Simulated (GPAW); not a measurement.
Crystal: Pt.

```
Pt
1.0
     0.00000    1.96090    1.96090
     1.96090    0.00000    1.96090
     1.96090    1.96090    0.00000
Pt
1
Direct
  0.00000 0.00000 0.00000
```

Base run:

```yaml
Program: GPAW 26.7.0
Functional: PBEsol
Potentials_or_basis: PAW data sets generated in the run's folder for this functional
Cutoff: 600 eV
Basis: pw
k_mesh: 12 × 12 × 12
Occupations: fermi-dirac, width 0.05 eV
Spin: no spin polarisation
```

Its results: band gap on the k mesh none (metal or under the smearing width); pressure -0.9 GPa.

Q: The run is repeated on the same cell with these changes: hubbard terms from none to Pt d U = 4 eV. What comes out?

A: Band gap on the k mesh none (metal or under the smearing width); pressure -8.0 GPa.

Caveats: U without spin polarisation on a metal has little footing (some runs); the U is typed as a test and isn't derived for this compound (some runs).
